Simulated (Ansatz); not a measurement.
## Structure types of Ag compared at 15 GPa

Structure types of Ag are relaxed in primitive cells with their symmetry kept at 15 GPa, first on PAW files, then by LAPW. The enthalpy is E + pV at zero temperature, without zero-point motion. Only the types listed were tried, and differences under about 5 meV/atom are mesh noise.

Level of theory: DFT with PBE, scalar-relativistic, in Ansatz 0.2.0; Fermi–Dirac smearing of 0.05 eV, no spin polarisation. LAPW: all electrons, basis error target 0.5 meV/atom; PAW: frozen-core files, cutoff 420 eV.

k meshes: fcc 17×17×17, bcc 17×17×17, hcp 16×16×9, simple hexagonal 16×16×15, omega 8×8×11, diamond 12×12×12.

Which type is lowest in enthalpy, and by how much?

fcc, 3 meV/atom below hcp, which is within the noise of the k meshes. The whole table:

```csv
start type,ends as,"a, b, c (Å)",V (Å³/atom),"H − H(lowest), LAPW (meV/atom)","same, PAW"
fcc,"fcc, Fm-3m","3.987, 3.987, 3.987",15.85,0.0,0.0
bcc,"bcc, Im-3m","3.171, 3.171, 3.171",15.94,35.0,35.0
hcp,"hcp, P6_3/mmc","2.821, 2.821, 4.609",15.89,3.4,3.4
simple hexagonal,"simple hexagonal, P6/mmm","2.724, 2.724, 2.641",16.98,308.2,308.1
omega,"omega, P6/mmm","4.539, 4.539, 2.715",16.15,93.1,93.0
diamond,"diamond, Fd-3m","5.727, 5.727, 5.727",23.48,1649.1,1648.2
```
